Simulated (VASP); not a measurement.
Cu:

```xyz
4
Lattice="1.9225 -3.2583 0.0000 1.9225 3.2583 0.0000 0.0000 0.0000 3.8502" Properties=species:S:1:pos:R:3 pbc="T T T"
Cu    1.9225    2.2645    0.3022
Cu    1.9225   -0.9938    1.6229
Cu    1.9225   -2.2645    3.5479
Cu    1.9225    0.9938    2.2273
```

The cell was built by a generator and needn't be a form met in nature.

* Program: VASP 6.6.1
* Task: relaxation of cell and atoms
* Functional: PBEsol
* Potentials or basis: VASP PAW PBE potentials, release 64 (Cu)
* Cutoff: 600 eV
* k mesh: 6 × 6 × 4
* Occupations: gaussian, width 0.1 eV
* Spin: no spin polarisation

At the start: pressure 23.4 GPa; volume 12.06 Å³/atom.

Question: How do energy, volume and symmetry change on relaxing?

Answer: Over 49 steps the energy falls by 524.6 meV/atom and the volume is 11.91 Å³/atom (-1.2 %); space group Fmmm (No. 69, to 0.05 Å).

The path:
```tsv
step	energy change (eV)	largest force (eV/Å)	pressure (GPa)	volume (Å³)
1	0.0000	1.3939	23.42	48.24
3	-0.6594	0.2260	0.46	55.91
5	-0.6681	0.1676	-0.60	56.36
7	-0.6780	0.1338	-1.48	56.65
9	-0.7141	0.0786	0.51	55.39
11	-0.7911	1.3137	10.46	50.13
13	-0.7978	1.3352	10.76	49.93
15	-0.7953	1.5821	12.87	49.13
17	-0.7770	1.8768	15.60	48.23
19	-0.7821	1.9118	15.95	48.12
21	-0.7988	2.0595	17.07	47.66
23	-0.8217	2.2141	18.77	47.06
25	-0.9470	2.0443	17.06	47.21
27	-1.1729	1.8479	12.76	47.76
29	-1.4042	1.3083	5.96	49.11
31	-1.5942	0.4637	-4.60	52.05
33	-1.7949	0.3806	-3.76	50.82
35	-1.9033	0.1545	-0.97	49.32
37	-1.9183	0.1289	-0.30	48.99
39	-1.9819	0.2657	5.45	46.59
41	-2.0200	0.2961	4.12	46.79
43	-2.0616	0.4314	0.89	47.36
45	-2.0775	0.3938	1.21	47.25
47	-2.0973	0.0500	-0.50	47.85
49	-2.0982	0.0131	0.13	47.65
```

Final structure:
```
CELL_PARAMETERS angstrom
1.27466 -4.47112 0.00000
1.27466 4.47112 0.00000
0.00000 0.00000 4.18068
ATOMIC_POSITIONS crystal
Cu 0.13274 0.86726 0.00013
Cu 0.63274 0.36726 0.49987
Cu 0.86726 0.13274 0.99987
Cu 0.36726 0.63274 0.50013
```

Caveat: the k mesh is coarse (spacing up to 0.41 Å⁻¹), so the values aren't converged; the PAW data sets were made with another functional, which shifts forces and pressure a little.
